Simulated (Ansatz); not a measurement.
ZnO (zincite) under changes of volume

One of the cells (11.900 Å³/atom); the others are scaled copies at fixed shape and fractional positions:

```
Zn O
1.0
     3.24931    0.00000    0.00000
    -1.62465    2.81398    0.00000
     0.00000    0.00000    5.20571
Zn O
2 2
Direct
  0.66667 0.33333 0.00000
  0.33333 0.66667 0.50000
  0.33333 0.66667 0.87901
  0.66667 0.33333 0.37901
```

| Property | Result |
| --- | --- |
| Program | Ansatz 0.2.0 |
| Functional | PBE |
| Potentials or basis | all-electron LAPW, scalar-relativistic |
| Cutoff | 429 eV (chosen from the basis error) |
| Basis error allowed | 0.001 eV/atom |
| k mesh | 9 × 9 × 5 |
| Occupations | fermi-dirac, width 0.05 eV |
| Spin | no spin polarisation |

| volume (Å³/atom) | energy over the lowest point (meV/atom) | pressure (GPa) | gap on the mesh (eV) | largest force (eV/Å) |
| --- | --- | --- | --- | --- |
| 11.186 | 49.83 | 15.4 | 0.91 | 0.093 |
| 11.424 | ? | ? | ? | ? |
| 11.662 | 15.46 | 8.0 | 0.85 | 0.077 |
| 11.900 | 6.00 | 4.8 | 0.82 | 0.070 |
| 12.138 | 0.99 | 2.0 | 0.79 | 0.063 |
| 12.376 | 0.00 | -0.6 | 0.76 | 0.056 |
| 12.614 | 2.63 | -2.9 | 0.73 | 0.050 |

Q: What does the run at 11.424 Å³/atom give?

A: Energy over the lowest point 29.89 meV/atom; pressure 11.5 GPa; gap on the mesh 0.88 eV; largest force 0.085 eV/Å.

Worked out: A Birch-Murnaghan fit of order 3 (a polynomial in V^(-2/3)) to the other rows has its minimum at 12.32 Å³/atom with B0 = V·E''(V) = 129 GPa and B' = 4.4 at fixed shape and positions, which overstates the stiffness. It gives 29.89 meV/atom at 11.424 Å³/atom, against the run's 29.89, and -dE/dV = 11.5 GPa, against 11.5. A straight line through the other rows of the gap, of slope -1.5 eV per unit of ln V (its deformation potential), gives 0.88 eV, against the run's 0.88.

Energies are extrapolated to zero smearing.
